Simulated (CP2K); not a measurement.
The system is TiSi2.

```xyz
6
Lattice="6.9859 0.0000 0.0000 -6.0940 3.4157 0.0000 0.0000 0.0000 3.5652" Properties=species:S:1:pos:R:3 pbc="T T T"
Ti   -4.7452    3.0635    0.8913
Ti    5.6372    0.3522    2.6739
Si    3.7201    0.8528    0.8913
Si   -2.8281    2.5628    2.6739
Si   -0.3159    1.9068    0.8913
Si    1.2079    1.5089    2.6739
```

The cell comes from a database or a generator and needn't be the stable form of this composition.

```yaml
Program: CP2K 2026.2
Task: single point
Functional: PBE
Potentials_or_basis: POTENTIAL_UZH Ti GTH-PBE-q12, Si GTH-PBE-q4; TZVP-MOLOPT-PBE-GTH basis
Density_cutoff: 6123 eV
k_mesh: 8 × 8 × 8
Occupations: fermi-dirac, width 0.05 eV
Spin: no spin polarisation
```

On this cell: pressure 1.6 GPa; largest force 0.225 eV/Å; band gap on the k mesh none (metal or under the smearing width).

The same run follows on a disturbed copy (atoms moved at random, drawn with an rms of 0.05 Å):

```
Ti Si
1.0
     6.98595    0.00000    0.00000
    -6.09399    3.41567    0.00000
     0.00000    0.00000    3.56517
Ti Si
2 4
Direct
  0.10025 0.90056 0.26093
  0.89333 0.10529 0.76629
  0.75621 0.25156 0.25057
  0.23701 0.74227 0.74363
  0.44489 0.55588 0.25483
  0.54995 0.43315 0.74908
```

Problem. What changes?

Solution. The energy (extrapolated to zero smearing) moves by +13.5 meV/atom; pressure 2.2 GPa; largest force 0.711 eV/Å; band gap on the k mesh none (metal or under the smearing width).

Forces on the atoms (eV/Å):
```
Ti   0.367 -0.372 -0.482
Ti   0.353 -0.171 -0.579
Si  -0.515 -0.157  0.074
Si   0.090  0.357  0.336
Si  -0.637  0.137  0.162
Si   0.350  0.204  0.513
```

Stress tensor (GPa, compression positive):
```
 1.77 -0.32  0.07
-0.32  1.74  0.14
 0.07  0.14  2.99
```

Caveats: the basis of atomic orbitals isn't converged, which shifts pressures, moduli and gaps.
